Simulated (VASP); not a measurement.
**PtSe2: single point with LDA+U**

PtSe2:

```
Pt Se
1.0
     3.28021   -2.01083    0.00000
     3.28021    2.01083    0.00000
    -0.00323    0.00000    4.62578
Pt Se
1 2
Cartesian
  0.0000 0.0000 0.0000
  4.5120 0.0000 1.3364
  2.0452 0.0000 3.2894
```

The cell was built by a generator and isn't the measured one.

| Item | Value |
| --- | --- |
| Program | VASP 6.6.1 |
| Task | single point |
| Functional | LDA |
| Potentials or basis | VASP PAW LDA potentials, release 64 (Pt, Se) |
| Cutoff | 520 eV |
| k mesh | 6 × 6 × 4 |
| Occupations | gaussian, width 0.05 eV |
| Spin | collinear spin, ferromagnetic start |
| Starting moments | [0.5, 0.0, 0.0] μB |
| Hubbard terms | Pt d U = 4 eV |
| Further INCAR settings | ALGO = Normal; EDIFF = 1e-07; NBANDS = 22 |

The pressure is -11.1 GPa and the largest force is 1.132 eV/Å. The band gap on the k mesh is none (metal or under the smearing width) and the net moment is 0.00 μB per cell. The valence electrons inside the program's atomic spheres are Pt 9.48; Se 3.71.

Forces on the atoms (eV/Å):
```
Pt   0.000  0.000  0.000
Se  -0.502  0.000 -1.015
Se   0.502  0.000  1.015
```

Stress tensor (GPa, compression positive):
```
 -8.27   0.00  -4.48
  0.00 -17.18   0.00
 -4.48   0.00  -7.73
```

Levels at points of the mesh, in eV from the Fermi level:
Spin up:
| k point | band 9 | band 10 | band 11 | band 12 | band 13 | band 14 |
| --- | --- | --- | --- | --- | --- | --- |
| (0.00, 0.00, 0.00) | -1.00 | -0.17 | -0.10 | 0.74 | 1.01 | 3.83 |
| (0.50, 0.00, 0.00) | -3.28 | -2.78 | -2.44 | 0.09 | 2.66 | 5.76 |
| (0.50, 0.50, 0.00) | -3.56 | -2.70 | -2.26 | 1.00 | 2.30 | 5.01 |
| (0.00, 0.00, 0.50) | -2.15 | -1.96 | -1.50 | 2.14 | 2.33 | 5.37 |
| (0.50, 0.00, 0.50) | -3.14 | -1.76 | -0.07 | 0.22 | 1.81 | 4.94 |
| (0.50, 0.50, 0.50) | -2.95 | -1.92 | -1.39 | -0.35 | 1.09 | 6.02 |
Spin down:
| k point | band 9 | band 10 | band 11 | band 12 | band 13 | band 14 |
| --- | --- | --- | --- | --- | --- | --- |
| (0.00, 0.00, 0.00) | -1.00 | -0.17 | -0.10 | 0.74 | 1.01 | 3.83 |
| (0.50, 0.00, 0.00) | -3.28 | -2.78 | -2.44 | 0.09 | 2.66 | 5.76 |
| (0.50, 0.50, 0.00) | -3.56 | -2.70 | -2.26 | 1.00 | 2.30 | 5.01 |
| (0.00, 0.00, 0.50) | -2.15 | -1.96 | -1.50 | 2.14 | 2.33 | 5.37 |
| (0.50, 0.00, 0.50) | -3.14 | -1.76 | -0.07 | 0.22 | 1.81 | 4.94 |
| (0.50, 0.50, 0.50) | -2.95 | -1.92 | -1.39 | -0.35 | 1.09 | 6.02 |

Eigenvalues of the final occupation matrices:
```
    site  spin  trace               eigenvalues
site 1 d     1   4.21  0.70 0.76 0.91 0.92 0.92
site 1 d     2   4.21  0.70 0.76 0.91 0.92 0.92
```

Wall time 43 s on 1 thread of Intel(R) Xeon(R) 6975P-C (Granite Rapids), with other jobs on the host, peak memory 0.23 GiB.

Caveat: forces of over 1 eV/Å show positions far from the minimum, so gaps and moduli don't describe the material at rest. The run has no spin-orbit coupling, so splittings on Pt are missing.
